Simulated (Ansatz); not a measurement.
Zn:

```
CELL_PARAMETERS angstrom
-1.56904 1.56904 1.56904
1.56904 -1.56904 1.56904
1.56904 1.56904 -1.56904
ATOMIC_POSITIONS crystal
Zn 0.00000 0.00000 0.00000
```

This isn't the form of Zn at room conditions, which is hcp.

Program: Ansatz 0.2.0. Alike in all runs: task single point; potentials or basis all-electron LAPW, scalar-relativistic; no spin polarisation; cell as given; k mesh 12 × 12 × 12; cutoff (eV) 253; basis error allowed 0.001 eV/atom.

Task: Order these runs on this cell by their pressure, lowest first.
A. level RPBE; smearing gaussian 0.1 eV
B. level PBEsol+D3(BJ); smearing methfessel-paxton 0.2 eV
C. level PBEsol; smearing gaussian 0.05 eV

Result: B (-9.0 GPa), C (-5.1 GPa), A (2.5 GPa).

Caveats: pairwise dispersion overbinds metals, which lowers pressure and volume (some runs).
